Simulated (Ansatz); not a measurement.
**Deforming NaH**

```
CELL_PARAMETERS angstrom
0.00000 2.38642 2.38642
2.38642 0.00000 2.38642
2.38642 2.38642 0.00000
ATOMIC_POSITIONS crystal
Na 0.00000 0.00000 0.00000
H 0.50000 0.50000 0.50000
```

Atom numbers follow the list: Na1, H2.

Structure from Materials Project entry mp-23870 (possibly hypothetical), not relaxed further.

Theory: Ansatz 0.2.0, DFT, PBEsol, all-electron LAPW, scalar-relativistic.

The runs use a Γ-centred 11×11×11 k mesh, Fermi–Dirac smearing of 0.02 eV, basis error target 0.25 meV/atom, no spin polarisation.

The unchanged cell is at 0.28 GPa.

Semilocal functionals give too small gaps.

x, y and z are the Cartesian axes of the cell as listed; fractional coordinates follow a strain, and an engineering shear is twice the off-diagonal strain component.

Question: With this change (equal xy, yz and zx engineering shear strains of +2 %), what becomes of the energy and stress and gap?

Answer: Energy change +1 meV/atom; stress change (xx, yy, zz, yz, xz, xy) 0.00, 0.00, 0.00, -0.47, -0.47, -0.47 GPa, compression positive; gap on the k mesh 3.83 → 3.64 eV.

With z strained by -1 % at fixed volume: energy change under 1 meV/atom; stress change (xx, yy, zz, yz, xz, xy) -0.18, -0.18, 0.39, 0.00, 0.00, 0.00 GPa, compression positive; gap on the k mesh 3.83 → 3.82 eV.

With atom 2 (H) moved by (0.0212, 0.0212, 0.0000) Å: energy change under 1 meV/atom; stress change (xx, yy, zz, yz, xz, xy) 0.01, 0.01, 0.00, 0.00, 0.00, 0.00 GPa, compression positive; change of the force on H2 (-0.021, -0.021, 0.000) eV/Å; gap on the k mesh 3.83 → 3.83 eV.

Question: What force constant does this one finite step give for H2 along its displacement (all its periodic images move with it)?

Answer: k = −ΔF·u/|u|² = 1.00 eV/Å², so the force pulls the atom back.
